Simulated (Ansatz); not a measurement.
Crystal: MgS (Niningerite).

```
S Mg
1.0
     0.00000    2.60165    2.60165
     2.60165    0.00000    2.60165
     2.60165    2.60165    0.00000
S Mg
1 1
Cartesian
  2.6016 2.6016 2.6016
  0.0000 0.0000 0.0000
```

A run of Ansatz 0.2.0 on this cell left the log below. Logs are shortened: lines on timing, memory, paths and dates and some standing lists are left out, and cuts for length are marked.

```text
Warning: RAYON_NUM_THREADS=2 ignored (pool sized by the plan → 2); use --threads N
Engine: ansatz 0.2.0, x86_64-unknown-linux-gnu
Pseudopotentials: kind: paw
Pseudopotential: S, paw, valence charge 6, recommended cutoff 420 eV (normal), S.paw.azcp
Pseudopotential: Mg, paw, valence charge 10, recommended cutoff 420 eV (normal), Mg.paw.azcp
Functional definition: PBE
  parameter kappa = 0.804
  parameter beta = 0.06672455060314922
  exchange = pbe_x(kappa = kappa, mu = beta*pi^2/3)
  correlation = pbe_c(beta = beta)
Crystal: 2 atoms, lattice volume = 35.219 Å³
Basis set: ecut = 420 eV, 701 PW (Γ), exchange–correlation on 50×50×50 points (8 copies of the dense FFT grid, shifted against one another)
Bands: 12, of which v1, the nominal top of the filled ones, is band 8 counted from 1 (7 counted from 0)
Symmetry: 48 space group operations
Space group: Fm-3m (ITA 225), of the structure as read, at distance tolerance 3.3e-5 Å
k-points: 35 of 729
Non-local potential: S, projectors of the file, l = 0: 2, l = 1: 2, l = 2: 2
Non-local potential: Mg, projectors of the file, l = 0: 3, l = 1: 2, l = 2: 1
PAW form: soft (Blöchl's): semilocal exchange-correlation on the pseudo side does not see the compensation charge
PAW one-centre angular grid: S, 110 points (default); XC on 64 Gauss nodes
PAW one-centre angular grid: Mg, 110 points (default); XC on 64 Gauss nodes
Initial density: superposition of atomic densities (neutral atoms: chi_scale 0, normalization atom), corrected by the library's trained network
Initial wavefunctions: pseudopotential atomic-orbital guess
Functional: x = pbe(κ = 0.804, μ = 0.2195149727645171), c = pbe(β = 0.06672455060314922)
SCF iter   1: F=—  HF=-2828.747093 eV  |F-HF|=—  |Δ(HF+E_count)|=         —  Δρ=4.25e-4  dr2=4.67e-5  ethr=1.77e-3  ⟨swp⟩=6.6  Hψ=2548  notcnv=0
preconditioner: auto → none  [insulator: Δε(μ)=2.912 eV  Ē_g=11.749 eV  σ=0.050 eV  W_gap=1.00  n_scr=8 (ndim 8)  ℏωp=17.7 eV  f_vac=0.000  D(μ)=0.00/eV (n_scr^D=0)  ε∞_Penn≈3.3]
SCF iter   2: F=—  HF=-2828.746959 eV  |F-HF|=—  |Δ(HF+E_count)|=   1.34e-4  Δρ=3.13e-4  dr2=4.48e-5  ethr=2.92e-7  ⟨swp⟩=3.1  Hψ=1089  notcnv=0
SCF iter   3: F=—  HF=-2828.746977 eV  |F-HF|=—  |Δ(HF+E_count)|=   1.83e-5  Δρ=1.47e-4  dr2=7.94e-6  ethr=2.80e-7  ⟨swp⟩=2.0  Hψ=556  notcnv=0
[... 37 lines left out ...]
basis re-selected at this cell: Δ(F+E_penalty+E_count) = -1.340e-5 eV, ΔP = -0.000 GPa vs the last step (what re-selecting the basis moved, of the pressure what is left beyond the Pulay correction that the steps carried, after the strain that the cell walked since its last selection, with what the two solves' SCF thresholds leave and, on support functions, any second-order correction that the steps lacked; it is no measure of the basis error at this ecutwfc). This SCF's stress stands 4.00e-3 GPa from its target on what of the cell is left free (relax.cell.stress_tol is 5.00e-2 GPa) and its largest allowed force component is 1.96e-30 eV/Å (relax.f_tol is 1.00e-2 eV/Å): within both
SCF converged after 5 iterations
Free energy (F): -2828.748912 eV
Harris-Foulkes:  -2828.748912 eV  (|F-HF|=5.00e-12)
Internal energy: -2828.748912 eV  (E = F + TS)
E sigma→0 (E₀):  -2828.748912 eV
Fermi energy:    7.668464 eV
--- Per-component energies (eV) ---
  E_band       = -334.524889
  E_kinetic    = 184.898531
  E_local      = -1673.480592  (includes V_loc(G=0)·N_el)
  E_nonlocal   = 123.390508
  E_hartree    = 595.609793
  E_xc         = -127.571435
  E_vxc        = -126.804197  (∫ρ·V_xc dr)
  E_paw        = -893.120844  (= ΣΔE_a)
  E_vpaw       = -33.748792  (= ΣTr[D̂ρ^β])
  E_aug_tail   = -0.000001  (compensation charges beyond the density's cutoff)
  E_ewald      = -1038.474872
  E_smearing   = -0.000000  (= −TS)
  E_closure    = -0.000000  (closes the sum)
  Σ components = -2828.748912   (vs F -2828.748912, Δ=0.00e0)
--- Forces (eV/Å), atoms counted from 1 ---
  atom   1  S      0.00000000     0.00000000     0.00000000
  atom   2  Mg    -0.00000000    -0.00000000     0.00000000
  max |Σ_I F_I| component: 3.43e-30 eV/Å
--- Stress (GPa, compression-positive) ---
        0.003997      -0.000000      -0.000000
       -0.000000       0.003997       0.000000
       -0.000000      -0.000000       0.003997
  P = ⅓ Tr σ = 0.0040 GPa (0.040 kbar)
--- Band table (eV; the first three rows and the last of 35) ---
  k-point 0: bands = ["-68.5371", "-35.2887", "-35.2887", "-35.2887", "-6.3657", "6.2148", "6.2148", "6.2148", "9.8187", "14.1405", "14.1405", "14.1405"]
  k-point 1: bands = ["-68.5371", "-35.2894", "-35.2888", "-35.2888", "-6.2480", "5.3593", "6.1362", "6.1362", "10.5030", "13.8516", "14.3488", "14.3488"]
  k-point 2: bands = ["-68.5370", "-35.2912", "-35.2891", "-35.2891", "-5.9222", "3.8276", "5.9530", "5.9530", "11.1182", "14.1447", "14.1578", "14.1578"]
  k-point 34: bands = ["-68.5367", "-35.2930", "-35.2922", "-35.2909", "-4.7299", "2.7474", "3.3087", "4.1476", "11.3409", "13.5655", "13.8543", "15.2626"]
--- Relaxed structure (3 steps of the walk, 3 accepted, 1 SCFs on fresh bases) ---
  F+E_penalty+E_count = -2828.74891226 eV   max|allowed force component| = 1.964e-30 eV/Å   (the final SCF, on the basis selected at the relaxed cell)
  cell:  # Å, volume = 35.7574 Å³
    - [-3.719621584013781e-33, 2.614840567061435, 2.614840567061435]
    - [2.614840567061435, -3.872493196598569e-33, 2.614840567061435]
    - [2.614840567061435, 2.614840567061435, -2.3438815867298917e-33]
  atoms:
    - { symbol: S, position: [0.5, 0.5, 0.5] }
    - { symbol: Mg, position: [3.373637686173928e-37, 3.855585926991106e-37, -1.8314033153370268e-36] }
```

Problem. Write the input and the command behind it.

Solution. Relaxation of cell and atoms with PBE, no spin polarisation. The files as run (others can give the same):

input.yaml
```yaml
crystal:
  lattice:
    - [0.0, 2.60165, 2.60165]
    - [2.60165, 0.0, 2.60165]
    - [2.60165, 2.60165, 0.0]
  atoms:
    - { symbol: S, position: [0.5, 0.5, 0.5] }
    - { symbol: Mg, position: [0.0, 0.0, 0.0] }
hamiltonian:
  xc: pbe
  pseudopotentials: { kind: paw }
kpoints:
  mp_grid: { grid: [9, 9, 9] }
scf:
  occupations: { method: fermi_dirac, width: 0.05 }
output:
  forces: true
  stress: true
  eigenvalues: true
relax:
  f_tol: 0.01
  max_steps: 40
  cell: { stress_tol: 0.05 }
```

Potentials or basis: Ansatz PAW.
Run with:
```bash
$ ansatz run input.yaml --threads 2 --pin off --max-ram 5632MiB --backend cpu --events-out ev --progress --plain --runs-dir out
```

Caveat: odd divisions of the mesh miss points on the zone boundary, where band edges often lie, so the gap on the mesh can be too wide; the plane-wave basis is chosen anew once the cell has moved, so the energies of steps on either side of that aren't comparable.
